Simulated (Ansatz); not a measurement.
TiAl3 (I4/mmm): electronic heat capacity and spin susceptibility from the density of states

All numbers below come from DFT PBEsol, scalar-relativistic, plane waves, PAW in Ansatz.

Settings: cutoff 420 eV, Γ-centred mesh 16×16×16 on the computed 4-atom cell, Gaussian smearing of 0.10 eV; no spin polarisation.

Relaxed cell: I4/mmm, a = 3.816 Å, b = 3.816 Å, c = 8.554 Å, α = 90.00°, β = 90.00°, γ = 90.00°, 4 atoms in the primitive cell.

The density of states at the Fermi level is 1.688 states/eV in the cell of 4 atoms (1 formula unit; both spins, tetrahedra on a 24×24×24 mesh).

**Question.** What Sommerfeld coefficient and Pauli susceptibility does this give?

**Answer.** Per formula unit N(E_F) = 1.688 states/eV. γ = (π²/3) k_B² N(E_F) N_A = 2.357 mJ/(mol K²) per state/eV, so γ = 4.0 mJ/(mol K²), a mole of formula units. χ_P = μ_B² N(E_F) N_A = 3.23×10⁻⁵ emu/mol per state/eV gives 5.5×10⁻⁵ emu/mol. This is the bare band result: a measured γ of the same phase is as a rule larger by a factor 1 + λ from phonons and spin fluctuations, the spin part of χ is larger by the Stoner factor, and a measured χ also holds orbital and core terms. N(E_F) at one energy is sensitive to the mesh where the density of states has sharp peaks.

Cost: 1 run of about 1.9 core-minutes, on AMD EPYC 7R43 (Zen 3) (shared hosts).